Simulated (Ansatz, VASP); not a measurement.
**Cu: VASP beside Ansatz**

```xyz
11
Lattice="2.5197 0.0000 0.0000 0.0000 3.5634 0.0000 0.0000 0.0000 27.5984" Properties=species:S:1:pos:R:3 pbc="T T T"
Cu    1.2598    1.7817    7.5994
Cu    0.0000    0.0000    8.7340
Cu    1.2598    1.7817   10.0431
Cu    0.0000    0.0000   11.2856
Cu    1.2598    1.7817   12.5440
Cu    0.0000    0.0000   13.7992
Cu    1.2598    1.7817   15.0544
Cu    0.0000    0.0000   16.3128
Cu    1.2598    1.7817   17.5554
Cu    0.0000    0.0000   18.8644
Cu    1.2598    1.7817   19.9990
```

Alike in both runs: functional PBEsol; k mesh 14 × 10 × 1; occupations gaussian, width 0.1 eV; no spin polarisation.

Ansatz relaxed the structure, and its values are those at the end. VASP's run is a single point on that final structure, the one shown.

```csv
,VASP,Ansatz
version,VASP 6.6.1,Ansatz 0.2.0
potentials or method,"VASP PAW PBE potentials, release 64 (Cu)","scalar-relativistic, plane waves, PAW"
plane-wave cutoff (eV),520,420
valence electrons in the cell,121,209
```

|  | VASP | Ansatz | Ansatz less VASP |
| --- | --- | --- | --- |
| gap on the k mesh at the Fermi level (eV) | none | none | - |
| rms of the force components (eV/Å) | 0.010 | 0.001 | -0.0088 |

A gap of «none» marks a metal or a gap that the smearing closes. With one functional, cell and mesh, what is left measures potentials, basis and numerics. The two sets of potentials don't hold the same shells in valence.

Caveats: the PAW data sets were made with another functional, which shifts forces and pressure a little (VASP).
